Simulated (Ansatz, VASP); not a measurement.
## TePb: VASP beside Ansatz

```xyz
2
Lattice="0.0000 3.2310 3.2310 3.2310 0.0000 3.2310 3.2310 3.2310 0.0000" Properties=species:S:1:pos:R:3 pbc="T T T"
Pb    0.0000    0.0000    0.0000
Te    3.2310    3.2310    3.2310
```

Alike in both runs: task single point; functional PBE; k mesh 7 × 7 × 7; occupations gaussian, width 0.016 eV; no spin polarisation.

```csv
,VASP,Ansatz
version,VASP 6.6.1,Ansatz 0.2.0
potentials or method,"VASP PAW PBE potentials, release 64 (Pb_d, Te), cutoff 520 eV","all-electron LAPW, scalar-relativistic"
```

|  | VASP | Ansatz | Ansatz less VASP |
| --- | --- | --- | --- |
| gap on the k mesh at the Fermi level (eV) | 1.01 | 1.01 | -0.004 |
| least direct gap on the mesh (eV) | 1.01 | 1.01 | -0.004 |
| pressure (GPa) | 2.1 | 2.1 | +0.07 |

Ansatz ran all-electron here, so the differences hold the error of VASP's frozen core and of both bases.

The runs have no spin-orbit coupling, so splittings on Pb, Te are missing.
